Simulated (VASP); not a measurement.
# W (Im-3m) in VASP: density of states with PBEsol

Aim: the density of states of W with PBEsol.

Everything below comes from runs of VASP 6.6.1. Logs are shortened: lines on timing, memory, paths and dates and some standing lists are left out, and cuts for length are marked.

### Step 1. Starting point

Symmetry: Im-3m, No. 229, cubic system. Conventional cell: a = 3.156 Å, b = 3.156 Å, c = 3.156 Å, α = 90.00°, β = 90.00°, γ = 90.00°. W (site symmetry m-3m) is surrounded by 8 W at 2.73 Å.

### Step 2. Density of states, PBEsol

Input file POSCAR:

```
W                                       
1.0
   -1.5782066472      1.5782066472      1.5782066472
    1.5782066472     -1.5782066472      1.5782066472
    1.5782066472      1.5782066472     -1.5782066472
  W             
     1
Direct
     0.0000000000000000    0.0000000000000000    0.0000000000000000
```

Input file INCAR.step1:

```
SYSTEM = W
PREC     = Accurate       ! precision mode
ENCUT    = 520            ! plane-wave cutoff, eV
EDIFF    = 1E-7           ! SCF threshold, eV
ISMEAR   = 0              ! smearing method
SIGMA    = 0.1            ! smearing width, eV
LREAL    = .False.        ! projectors in reciprocal space
LASPH    = .True.         ! aspherical terms in the spheres
NELM     = 100            ! most SCF steps
ALGO     = Fast           ! electronic algorithm
ISIF     = 2              ! what is computed and relaxed
LWAVE    = .False.        ! write WAVECAR
LCHARG   = .True.         ! write CHGCAR
LMAXMIX  = 4              ! l up to which the mixer works
GGA      = PS             ! functional
NBANDS   = 13             ! bands
```

Input file KPOINTS.step1:

```
Automatic mesh
0
Gamma
  18 18 18
  0 0 0
```

Input file INCAR.step2:

```
SYSTEM = W
PREC     = Accurate       ! precision mode
ENCUT    = 520            ! plane-wave cutoff, eV
EDIFF    = 1E-7           ! SCF threshold, eV
ISMEAR   = -5             ! smearing method
SIGMA    = 0.1            ! smearing width, eV
LREAL    = .False.        ! projectors in reciprocal space
LASPH    = .True.         ! aspherical terms in the spheres
NELM     = 100            ! most SCF steps
ALGO     = Fast           ! electronic algorithm
ISIF     = 2              ! what is computed and relaxed
LWAVE    = .False.        ! write WAVECAR
LCHARG   = .False.        ! write CHGCAR
LMAXMIX  = 4              ! l up to which the mixer works
GGA      = PS             ! functional
LORBIT   = 10             ! projections on sites
NBANDS   = 13             ! bands
NEDOS    = 2001           ! points of the DOS
ICHARG   = 11             ! starting density
```

Input file KPOINTS.step2:

```
Automatic mesh
0
Gamma
  27 27 27
  0 0 0
```

Potentials or basis: VASP PAW PBE potentials, release 64 (W_sv).

Started as:

```sh
cat potpaw_PBE.64/W_sv/POTCAR > POTCAR
cp INCAR.step1 INCAR
cp KPOINTS.step1 KPOINTS
mpirun -np 1 vasp_std > vasp.out
cp INCAR.step2 INCAR
cp KPOINTS.step2 KPOINTS
mpirun -np 1 vasp_std > vasp.out
```

OUTCAR:

```text
SYSTEM = W
   PREC = Accurate
   ENCUT = 520
   EDIFF = 1E-7
   ISMEAR = -5
   LREAL = .False.
   LASPH = .True.
   NELM = 100
   ISIF = 2
   GGA = PS
   LORBIT = 10
   ICHARG = 11

 ion  position               nearest neighbor table
   1  0.000  0.000  0.000-

  LATTYP: Found a body centered cubic cell.
 ALAT       =     3.1564132944

  Lattice vectors:

 A1 = (  -1.5782066472,   1.5782066472,   1.5782066472)
 A2 = (   1.5782066472,  -1.5782066472,   1.5782066472)
 A3 = (   1.5782066472,   1.5782066472,  -1.5782066472)

Analysis of symmetry for initial positions (statically):
=====================================================================
 Subroutine PRICEL returns:
 Original cell was already a primitive cell.

 Routine SETGRP: Setting up the symmetry group for a
 body centered cubic supercell.

 Subroutine GETGRP returns: Found 48 space group operations
 (whereof 48 operations were pure point group operations)
 out of a pool of 48 trial point group operations.

The static configuration has the point symmetry O_h .

Analysis of symmetry for dynamics (positions and initial velocities):
=====================================================================
 Subroutine PRICEL returns:
 Original cell was already a primitive cell.

 Routine SETGRP: Setting up the symmetry group for a
 body centered cubic supercell.

 Subroutine GETGRP returns: Found 48 space group operations
 (whereof 48 operations were pure point group operations)
 out of a pool of 48 trial point group operations.

The dynamic configuration has the point symmetry O_h .

 Subroutine INISYM returns: Found 48 space group operations
 (whereof 48 operations are pure point group operations),
 and found     1 'primitive' translations

----------------------------------------------------------------------------------------

                                     Primitive cell

  volume of cell :      15.7236

  direct lattice vectors                    reciprocal lattice vectors
    -1.578206647  1.578206647  1.578206647     0.000000000  0.316815292  0.316815292
     1.578206647 -1.578206647  1.578206647     0.316815292  0.000000000  0.316815292
     1.578206647  1.578206647 -1.578206647     0.316815292  0.316815292  0.000000000

  length of vectors
     2.733534098  2.733534098  2.733534098     0.448044483  0.448044483  0.448044483

  position of ions in fractional coordinates (direct lattice)
     0.000000000  0.000000000  0.000000000

  ion indices of the primitive-cell ions
   primitive index   ion index
                 1           1

----------------------------------------------------------------------------------------

 KPOINTS: Automatic mesh

Automatic generation of k-mesh.
 Grid dimensions read from file:
 generate k-points for:   27   27   27

 Generating k-lattice:

  Cartesian coordinates                     Fractional coordinates (reciprocal lattice)
     0.000000000  0.011733900  0.011733900     0.037037037  0.000000000  0.000000000
     0.011733900  0.000000000  0.011733900     0.000000000  0.037037037  0.000000000
     0.011733900  0.011733900  0.000000000     0.000000000  0.000000000  0.037037037

  Length of vectors
     0.016594240  0.016594240  0.016594240

  Shift w.r.t. Gamma in fractional coordinates (k-lattice)
     0.000000000  0.000000000  0.000000000

 TETIRR: Found  23679 inequivalent tetrahedra from   118098

 Subroutine IBZKPT returns following result:
 ===========================================

 Found    560 irreducible k-points:

 Following reciprocal coordinates:
            Coordinates               Weight
  0.000000  0.000000  0.000000      1.000000
  0.037037  0.000000  0.000000     12.000000
  0.074074  0.000000  0.000000     12.000000
  0.111111  0.000000  0.000000     12.000000
  0.148148  0.000000  0.000000     12.000000
  0.185185  0.000000  0.000000     12.000000
[... 16 lines left out ...]
  0.333333  0.037037 -0.000000     48.000000
  0.370370  0.037037  0.000000     48.000000
 [... further k-points ...]
   k-points           NKPTS =    560   k-points in BZ     NKDIM =    560   number of bands    NBANDS=     13
   number of dos      NEDOS =   2001   number of ions     NIONS =      1
   total plane-waves  NPLWV =   8000
   dimension x,y,z NGX =    20 NGY =   20 NGZ =   20
   dimension x,y,z NGXF=    40 NGYF=   40 NGZF=   40
   ions per type =               1
   NGX,Y,Z   is equivalent  to a cutoff of  12.16, 12.16, 12.16 a.u.
   NGXF,Y,Z  is equivalent  to a cutoff of  24.33, 24.33, 24.33 a.u.
 SYSTEM =  W
   PREC   = accura    normal or accurate (medium, high low for compatibility)
   ISTART =      0    job   : 0-new  1-cont  2-samecut
   ICHARG =     11    charge: 1-file 2-atom 10-const
   ISPIN  =      1    spin polarized calculation?
   LNONCOLLINEAR =      F non collinear calculations
   LSORBIT =      F    spin-orbit coupling
   LASPH  =      T    aspherical Exc in radial PAW
   ENCUT  =  520.0 eV  38.22 Ry    6.18 a.u.   5.08  5.08  5.08*2*pi/ulx,y,z
   NELM   =    100;   NELMIN=  2; NELMDL=  0     # of ELM steps
   EDIFF  = 0.1E-06   stopping-criterion for ELM
   LREAL  =      F    real-space projection
   EDIFFG = 0.1E-05   stopping-criterion for IOM
   NSW    =      0    number of steps for IOM
   IBRION =     -1    ionic relax: 0-MD 1-quasi-New 2-CG
   NFREE  =      0    steps in history (QN), initial steepest desc. (CG)
   ISIF   =      2    stress and relaxation
   ISYM   =      2    0-nonsym 1-usesym 2-fastsym
   POTIM  = 0.5000    time-step for ionic-motion
   TEBEG  =    0.0;   TEEND  =   0.0 temperature during run
   PSTRESS=    0.0 pullay stress
   NELECT =      14.0000    total number of electrons
   NUPDOWN=      -1.0000    fix difference up-down
   EMIN   =  10.00;   EMAX   =-10.00  energy-range for DOS
   EFERMI =   0.00;   METHOD = LEGACY
   ISMEAR =    -5;   SIGMA  =   0.10  broadening in eV -4-tet -1-fermi 0-gaus
   EFERMI_NEDOS =   21; number of points for ismear=-14 and -15
   IALGO  =     68    algorithm
   IMIX   =      4    mixing-type and parameters
     AMIX     =   0.40;   BMIX     =  1.00
     AMIX_MAG =   1.60;   BMIX_MAG =  1.00
  volume/ion in A,a.u.               =      15.72       106.11
  Fermi-wavevector in a.u.,A,eV,Ry     =   1.574951  2.976225 33.748841  2.480470
  Thomas-Fermi vector in A             =   2.676008
   LORBIT       =     10    0 simple, 1 ext, 2 COOP (PROOUT), +10 PAW based schemes
   GGA     = PS    functional components
   LHFCALC =     F    Hartree Fock is set to
   AEXX    =    0.0000 exact exchange contribution
   IVDW    =     0    specifies the selected vdW correction
   LEPSILON=     F    determine dielectric tensor
   LRPA    =     F    only Hartree local field effects (RPA)
 non-spin polarized calculation
 RMM-DIIS sequential band-by-band and
 Fermi weights with tetrahedron method with Bloechl corrections
  energy-cutoff  :      520.00
  volume of cell :       15.72
 maximum number of plane-waves:       435

 number of electron      14.0000004 magnetization

 Free energy of the ion-electron system (eV)
  ---------------------------------------------------
  ext. energy  EPLUGINS =         0.00000000
  ---------------------------------------------------
  free energy    TOTEN  =       -13.80521376 eV

  energy without entropy =      -13.80521376  energy(sigma->0) =      -13.80521376

 E-fermi :  11.4268     XC(G=0): -13.8068

 val. band max:       11.4512222884   @ k =  -0.4815  -0.4815   0.0370
 cond. band min:      11.3619723512   @ k =  -0.1481   0.1852   0.1111
 fundamental gap:     -0.0892499372
 Fermi energy:        11.4268021843

 k-point     1 :       0.0000    0.0000    0.0000
  band No.  band energies     occupation
      1     -62.7409      2.00000
      2     -26.2867      2.00000
      3     -26.2867      2.00000
      4     -26.2867      2.00000
      5       1.6941      2.00000
      6      10.1451      2.00000
      7      10.1451      2.00000
      8      10.1451      2.00000
      9      13.6482      0.00000
     10      13.6482      0.00000
     11      25.9523      0.00000
     12      25.9523      0.00000
     13      25.9523      0.00000

 k-point     2 :       0.0370    0.0000    0.0000
  band No.  band energies     occupation
      1     -62.7390      2.00000
      2     -26.3062      2.00000
      3     -26.2927      2.00000
      4     -26.2868      2.00000
      5       1.7619      2.00000
      6      10.1033      2.00000
      7      10.1367      2.00000
      8      10.2102      2.00000
      9      13.5782      0.00000
     10      13.6484      0.00000
     11      26.0118      0.00000
     12      26.0673      0.00000
     13      26.1240      0.00000

 k-point     3 :       0.0741    0.0000    0.0000
  band No.  band energies     occupation
      1     -62.7335      2.00000
      2     -26.3633      2.00000
      3     -26.3105      2.00000
      4     -26.2871      2.00000
      5       1.9620      2.00000
      6       9.9826      2.00000
      7      10.1052      2.00000
      8      10.4047      2.00000
      9      13.3969      0.00000
     10      13.6504      0.00000
     11      26.1787      0.00000
     12      26.4075      0.00000
     13      26.6050      0.00000
[... 305 lines left out ...]
 k-point    23 :       0.3333    0.0370   -0.0000
  band No.  band energies     occupation
      1     -62.6288      2.00000
      2     -27.3634      2.00000
      3     -26.6373      2.00000
      4     -26.3006      2.00000
      5       5.0540      2.00000
      6       8.1795      2.00000
      7      10.0735      2.00000
      8      13.4328      0.00000
      9      14.2235      0.00000
     10      15.3677      0.00000
     11      24.4019      0.00000
     12      25.2331      0.00000
     13      31.6604      0.00000

 k-point    24 :       0.3704    0.0370    0.0000
  band No.  band energies     occupation
      1     -62.6170      2.00000
      2     -27.4677      2.00000
      3     -26.6737      2.00000
      4     -26.3013      2.00000
      5       5.1224      2.00000
      6       8.0138      2.00000
      7      10.6407      2.00304
      8      13.5698      0.00000
      9      14.3541      0.00000
     10      16.2237      0.00000
     11      23.7784      0.00000
     12      24.2317      0.00000
     13      30.3662      0.00000

 [... further k-points ...]

------------------------ aborting loop because EDIFF is reached ----------------------------------------

  FORCE on cell =-STRESS in cart. coord.  units (eV):
  Direction    XX          YY          ZZ          XY          YZ          ZX
  --------------------------------------------------------------------------------------
  -------------------------------------------------------------------------------------
  Total       -0.0310448     -0.0310448     -0.0310448      0.0000000      0.0000000     -0.0000000
  in kB       -3.1633583     -3.1633583     -3.1633583      0.0000000      0.0000000     -0.0000000
  external PRESSURE =      -3.1633583 kB  Pullay stress =       0.0000000 kB

 VOLUME and BASIS-vectors are now :
 -----------------------------------------------------------------------------
  energy-cutoff  :      520.00
  volume of cell :       15.72
      direct lattice vectors                 reciprocal lattice vectors
    -1.578206647  1.578206647  1.578206647     0.000000000  0.316815292  0.316815292
     1.578206647 -1.578206647  1.578206647     0.316815292  0.000000000  0.316815292
     1.578206647  1.578206647 -1.578206647     0.316815292  0.316815292  0.000000000

 POSITION                                       TOTAL-FORCE (eV/Angst)
 -----------------------------------------------------------------------------------
      0.00000      0.00000      0.00000        -0.000000      0.000000     -0.000000
 -----------------------------------------------------------------------------------
    total drift:                                0.000000     -0.000000      0.000000

  FREE ENERGIE OF THE ION-ELECTRON SYSTEM (eV)
  ---------------------------------------------------
  free  energy   TOTEN  =       -13.8052137617 eV

  energy  without entropy=      -13.8052137617  energy(sigma->0) =      -13.80521376

 total charge

# of ion       s       p       d       tot
------------------------------------------
    1        2.406   6.349   3.368  12.123
```

It took 54 s on 1 thread of Intel Xeon 6975P-C (Granite Rapids), shared host; peak memory 0.25 GiB.

What came out:

- Valence electrons inside the program's atomic spheres: W 12.12

States per cell in windows of 1 eV (zero at the Fermi level; states under -8 eV left out):
```tsv
from (eV)	total	W1_d	W1_p	W1_s
-8.0	0.12	0.01	0.01	0.05
-7.0	0.35	0.09	0.02	0.10
-6.0	0.78	0.35	0.04	0.12
-5.0	0.81	0.44	0.04	0.06
-4.0	1.22	0.84	0.07	0.01
-3.0	1.26	0.81	0.10	0.02
-2.0	0.99	0.61	0.10	0.02
-1.0	0.37	0.22	0.05	0.01
0.0	0.69	0.51	0.03	0.01
1.0	0.98	0.79	0.03	0.01
2.0	1.20	1.04	0.02	0.01
3.0	1.42	1.19	0.05	0.05
4.0	0.48	0.36	0.04	0.02
5.0	0.33	0.25	0.03	0.01
6.0	0.31	0.21	0.04	0.02
7.0	0.31	0.15	0.05	0.05
```

Caveat: the PAW data sets were made with another functional, which shifts forces and pressure a little; tetrahedron occupations give inexact forces and stress in metals. Spin-orbit coupling is left out, which matters for the levels of W.
